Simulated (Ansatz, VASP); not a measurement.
BeS: VASP beside Ansatz

Contents of INCAR:

```
SYSTEM = BeS
PREC = Accurate ; ENCUT = 520
EDIFF = 1E-7 ; ISMEAR = -1
SIGMA = 0.05 ; LREAL = .False.
LASPH = .True. ; NELM = 100
ALGO = Normal ; ISIF = 2
LWAVE = .False. ; LCHARG = .False.
GGA = PS ; NBANDS = 11
```

The input KPOINTS:

```
regular mesh
0
Gamma
  9 9 9
  0 0 0
```

POSCAR

```
BeS
1.0
    0.0000000000      2.3754963136      2.3754963136
    2.3754963136      0.0000000000      2.3754963136
    2.3754963136      2.3754963136      0.0000000000
S Be
1 1
Direct
    0.7500000000      0.7500000000      0.7500000000
    0.0000000000      0.0000000000      0.0000000000
```

File input.yaml:

```yaml
crystal:
  lattice:
    - [0.0, 2.3754963136, 2.3754963136]
    - [2.3754963136, 0.0, 2.3754963136]
    - [2.3754963136, 2.3754963136, 0.0]
  atoms:
    - { symbol: S, position: [0.75, 0.75, 0.75] }
    - { symbol: Be, position: [0.0, 0.0, 0.0] }
hamiltonian:
  xc: pbesol
  pseudopotentials: { kind: paw }
kpoints:
  mp_grid: { grid: [9, 9, 9] }
scf:
  occupations: { method: fermi_dirac, width: 0.05 }
output:
  forces: true
  stress: true
  eigenvalues: true
```

Change from the starting cell: volume scaled by 0.94.

Alike in both runs: task single point; functional PBEsol; k mesh 9 × 9 × 9; occupations fermi-dirac, width 0.05 eV; no spin polarisation.

|  | VASP | Ansatz |
| --- | --- | --- |
| version | VASP 6.6.1 | Ansatz 0.2.0 |
| potentials or method | VASP PAW PBE potentials, release 64 (S, Be) | Ansatz PAW |
| plane-wave cutoff (eV) | 520 | 420 |
| valence electrons in the cell | 8 | 8 |

VASP gave:

```
gap on the k mesh at the Fermi level (eV) : 2.88
least direct gap on the mesh (eV)         : 5.57
pressure (GPa)                            : 6.0
```

Task: Estimate Ansatz's values.

Result: gap on the k mesh at the Fermi level (eV): 2.88; least direct gap on the mesh (eV): 5.54; pressure (GPa): 5.9.

Caveats: the PAW data sets were made with another functional, which shifts forces and pressure a little (VASP); an odd mesh through Γ misses points on the zone boundary, where band edges often lie (VASP); odd divisions of the mesh miss points on the zone boundary, where band edges often lie, so the gap on the mesh can be too wide (Ansatz); the PAW data sets come from PBE, with cores solved anew for the run's functional, which leaves a small shift of forces and pressure (Ansatz).
